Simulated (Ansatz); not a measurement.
## SiO2 under strain

These are results of DFT LDA, scalar-relativistic, plane waves, PAW (Ansatz), not measurements. Run with 420 eV cutoff, 6×6×6 k-mesh, Gaussian smearing of 0.02 eV, no spin polarisation.

Starting point, cell and atoms relaxed:

```yaml
crystal:
  lattice:
    - [-4.45533, 4.45533, 2.60736]
    - [4.45533, -4.45533, 2.60736]
    - [4.45533, 4.45533, -2.60736]
  atoms:
    - { symbol: Si, position: [0.17694, 0.17694, 0.35387] }
    - { symbol: Si, position: [0.82306, 0.17694, 0.00000] }
    - { symbol: Si, position: [0.17694, 0.82306, 0.00000] }
    - { symbol: Si, position: [0.82306, 0.82306, 0.64613] }
    - { symbol: O, position: [0.50000, 0.50000, 0.50000] }
    - { symbol: O, position: [0.00000, 0.50000, 0.00000] }
    - { symbol: O, position: [0.50000, 0.00000, 0.00000] }
    - { symbol: O, position: [0.00000, 0.00000, 0.50000] }
    - { symbol: O, position: [0.00000, 0.20894, 0.20894] }
    - { symbol: O, position: [0.79106, 0.00000, 0.79106] }
    - { symbol: O, position: [0.20894, 0.00000, 0.20894] }
    - { symbol: O, position: [0.00000, 0.79106, 0.79106] }
```

Deformation: biaxial strain in the a-b plane, with the length and tilt of c and the atoms relaxed, all within the symmetry that the strain leaves. Energies are extrapolated to zero smearing. Stress is positive in compression, on the Cartesian axes of the cell above. Gaps are Kohn–Sham gaps over the whole zone.

Strains computed: -2.0, -1.0, +1.0, +2.0 %.

(1) At which strain does the energy stand 8.1 meV/atom over the relaxed crystal with σxx = -1.66, σyy = -1.66, σzz = -4.23, σyz = 0.00, σxz = 0.00, σxy = 1.65 GPa?

Answers

(1) +2.0 %. The gap there is 5.26 eV against 5.35 unstrained.

This form isn't the usual stable structure of the compound.